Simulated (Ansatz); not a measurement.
input.yaml (Ansatz)

```yaml
crystal:
  lattice:
    - [1.9200471483, 0.0, 0.0]
    - [0.0, 1.9200471483, 0.0]
    - [0.0, 0.0, 1.9200471483]
  atoms:
    - { symbol: B, position: [0.0, 0.0, 0.0] }
hamiltonian:
  xc: rpbe
  pseudopotentials:
    kind: paw
    azcp:
      B: "pseudopotentials/B.paw.azcp"
basis:
  ecutwfc: 420
  fft_grid_basis: typed
kpoints:
  mp_grid: { grid: [16, 16, 16], shift: [0, 0, 0] }
magnetization:
  spin_polarized: false
scf:
  occupations: { method: fermi_dirac, width: 0.1 }
relax:
  max_steps: 60
  f_tol: 0.01
  cell: {}
```

Output

```
Engine: ansatz 0.2.0, aarch64-unknown-linux-gnu
Pseudopotentials: kind: paw
Pseudopotential: B, paw, valence charge 3, recommended cutoff 420 eV (normal) 
Functional definition: RPBE
  parameter kappa = 0.804
  parameter beta = 0.06672455060314922
  exchange = rpbe_x(kappa = kappa, mu = beta*pi^2/3)
  correlation = pbe_c(beta = beta)
Crystal: 1 atoms, lattice volume = 7.078 Å³
Basis set: ecut = 420 eV, 147 PW (Γ), exchange–correlation on 30×30×30 points (8 copies of the dense FFT grid, shifted against one another)
Bands: 6, of which v1, the nominal top of the filled ones, is band 2 counted from 1 (1 counted from 0)
Symmetry: 48 space group operations
Space group: Pm-3m (ITA 221), of the structure as read, at distance tolerance 1.9e-5 Å
k-points: 165 of 4096
Non-local potential: B, projectors of the file, l = 0: 2, l = 1: 2, l = 2: 1
PAW form: soft (Blöchl's): semilocal exchange-correlation on the pseudo side does not see the compensation charge
PAW frozen core: B, regenerated for the run's functional, and the local potential with it (the file was generated under x = pbe(κ = 0.804, μ = 0.2195149727645171), c = pbe(β = 0.06672455060314922))
PAW one-centre angular grid: B, 110 points (default); XC on 64 Gauss nodes
Initial density: superposition of atomic densities (neutral atoms: chi_scale 0, normalization atom), corrected by the library's trained network
Initial wavefunctions: pseudopotential atomic-orbital guess
Functional: x = rpbe, c = pbe(β = 0.06672455060314922)
SCF iter   1: F=—  HF=-155.927313 eV  |F-HF|=—  |Δ(HF+E_count)|=         —  Δρ=3.96e-3  dr2=4.95e-4  ethr=1.77e-3  ⟨swp⟩=4.4  Hψ=7426  notcnv=0
SCF iter   2: F=—  HF=-155.927265 eV  |F-HF|=—  |Δ(HF+E_count)|=   4.77e-5  Δρ=1.94e-3  dr2=1.16e-4  ethr=1.65e-5  ⟨swp⟩=1.0  Hψ=2310  notcnv=0
SCF iter   3: F=—  HF=-155.927298 eV  |F-HF|=—  |Δ(HF+E_count)|=   3.24e-5  Δρ=1.65e-4  dr2=1.59e-6  ethr=3.86e-6  ⟨swp⟩=1.9  Hψ=1279  notcnv=0
SCF iter   4: F=—  HF=-155.927303 eV  |F-HF|=—  |Δ(HF+E_count)|=   4.99e-6  Δρ=2.42e-5  dr2=1.55e-8  ethr=5.30e-8  ⟨swp⟩=1.8  Hψ=1258  notcnv=0
iter 5 did not close the SCF: its close was put off for the readings that it lacked (scf_convergence_deferred on its scf_iter line)
SCF iter   5: F=-155.927303 eV  HF=-155.927303 eV  |F-HF|=2.87e-10  |Δ(HF+E_count)|=   2.31e-8  Δρ=2.79e-6  dr2=2.07e-10  ethr=5.16e-10  ⟨swp⟩=2.0  Hψ=1260  notcnv=0
SCF iter   6: F=-155.927303 eV  HF=-155.927303 eV  |F-HF|=8.53e-13  |Δ(HF+E_count)|=  3.15e-10  Δρ=1.50e-7  dr2=5.82e-13  ethr=6.90e-12  ⟨swp⟩=1.0  Hψ=2712  notcnv=0
SCF 1 converged in 6 iterations: F = -155.927303 eV  dr2 = 5.82e-13
...
Crystal: 1 atoms, lattice volume = 6.793 Å³
iter 1 solved again at ethr=5.67e-10 eV; its pass at ethr=3.10e-3 eV (dr2=1.70e-8 eV) is discarded
SCF iter   1: F=—  HF=-155.935326 eV  |F-HF|=—  |Δ(HF+E_count)|=         —  Δρ=1.88e-5  dr2=1.71e-8  ethr=5.67e-10  ⟨swp⟩=1.0  Hψ=8546  notcnv=0
SCF iter   2: F=-155.935330 eV  HF=-155.935330 eV  |F-HF|=4.08e-10  |Δ(HF+E_count)|=   4.82e-6  Δρ=8.67e-6  dr2=3.50e-9  ethr=2.95e-10  ⟨swp⟩=2.2  Hψ=2769  notcnv=0
SCF 6 converged in 2 iterations: F = -155.935330 eV  dr2 = 3.50e-9
relax step   6: F+E_penalty+E_count = -155.93533049 eV  Δ(F+E_penalty+E_count) = -2.990e-6 eV  max|allowed force component| = 0.000e0 eV/Å  Δτ_max = 0.0000 Å  P = -0.000 GPa  Ω = 6.793 Å³  energy of the carried Pulay correction = +2.662e-6 eV  (2 SCF iters, dr2 threshold 8.86e-9 eV, accepted)
iter 1 solved again at ethr=5.31e-8 eV; its pass at ethr=3.10e-3 eV (dr2=1.59e-6 eV) is discarded
SCF iter   1: F=—  HF=-155.935322 eV  |F-HF|=—  |Δ(HF+E_count)|=         —  Δρ=8.86e-6  dr2=3.47e-9  ethr=5.31e-8  ⟨swp⟩=2.0  Hψ=10053  notcnv=0
SCF iter   2: F=—  HF=-155.935327 eV  |F-HF|=—  |Δ(HF+E_count)|=   4.58e-6  Δρ=4.31e-6  dr2=7.82e-10  ethr=1.16e-10  ⟨swp⟩=1.7  Hψ=1152  notcnv=0
SCF iter   3: F=-155.935327 eV  HF=-155.935327 eV  |F-HF|=2.27e-13  |Δ(HF+E_count)|=  4.72e-11  Δρ=1.31e-7  dr2=3.87e-13  ethr=1.00e-12  ⟨swp⟩=3.6  Hψ=3219  notcnv=0
SCF 7 converged in 3 iterations: F = -155.935327 eV  dr2 = 3.87e-13
relax step   7: F+E_penalty+E_count = -155.93532652 eV  Δ(F+E_penalty+E_count) = +3.972e-6 eV  max|allowed force component| = 0.000e0 eV/Å  Δτ_max = 0.0000 Å  P = +0.000 GPa  Ω = 6.793 Å³  stress off target by 9.29e-5 GPa  SCF on the basis re-selected at this cell (its energy is not comparable with the rows above)  (3 SCF iters)
basis re-selected at this cell: Δ(F+E_penalty+E_count) = +3.972e-6 eV, ΔP = +0.000 GPa vs the last step (what re-selecting the basis moved, of the pressure what is left beyond the Pulay correction that the steps carried, after the strain that the cell walked since its last selection, with what the two solves' SCF thresholds leave and, on support functions, any second-order correction that the steps lacked; it is no measure of the basis error at this ecutwfc). This SCF's stress stands 9.29e-5 GPa from its target on what of the cell is left free (relax.cell.stress_tol is 5.00e-2 GPa) and its largest allowed force component is 0.00e0 eV/Å (relax.f_tol is 1.00e-2 eV/Å): within both
SCF converged after 3 iterations
Free energy (F): -155.935327 eV
Harris-Foulkes:  -155.935327 eV  (|F-HF|=2.27e-13)
Internal energy: -155.928641 eV  (E = F + TS)
E sigma→0 (E₀):  -155.931984 eV
Entropy (-TS):   -0.006686 eV (-6.686 meV/atom)
Fermi energy:    10.397267 eV
--- Per-component energies (eV) ---
  E_band       = 13.508819
  E_kinetic    = 46.331138
  E_local      = -6.833418  (includes V_loc(G=0)·N_el)
  E_nonlocal   = 11.883937
  E_hartree    = 0.999597
  E_xc         = -31.680188
  E_vxc        = -37.580286  (∫ρ·V_xc dr)
  E_paw        = -79.541280  (= ΣΔE_a)
  E_vpaw       = -2.291743  (= ΣTr[D̂ρ^β])
  E_aug_tail   = -0.000003  (compensation charges beyond the density's cutoff)
  E_ewald      = -97.077849
  E_core_change = -0.010575  (= ΣΔE_core)
  E_smearing   = -0.006686  (= −TS)
  E_closure    = 0.000000  (closes the sum)
  Σ components = -155.935327   (vs F -155.935327, Δ=0.00e0)
--- Forces (eV/Å), atoms counted from 1 ---
  atom   1  B      0.00000000     0.00000000     0.00000000
  max |Σ_I F_I| component: 2.57e-34 eV/Å
--- Stress (GPa, compression-positive) ---
        0.000093       0.000000      -0.000000
        0.000000       0.000093       0.000000
       -0.000000       0.000000       0.000093
  P = ⅓ Tr σ = 0.0001 GPa (0.001 kbar)
--- Relaxed structure (5 steps of the walk, 5 accepted, 2 SCFs on fresh bases) ---
  F+E_penalty+E_count = -155.93532652 eV   max|allowed force component| = 0.000e0 eV/Å   (the final SCF, on the basis selected at the relaxed cell)
  cell:  # Å, volume = 6.7928 Å³
    - [1.8938651091173244, 6.474936349489379e-34, -2.532798494571755e-34]
    - [6.474936349489379e-34, 1.8938651091173244, 6.419766481290786e-35]
    - [3.510809794455898e-36, 6.419766481290786e-35, 1.8938651091173244]
  atoms:
    - { symbol: B, position: [0.0, 0.0, 0.0] }
```
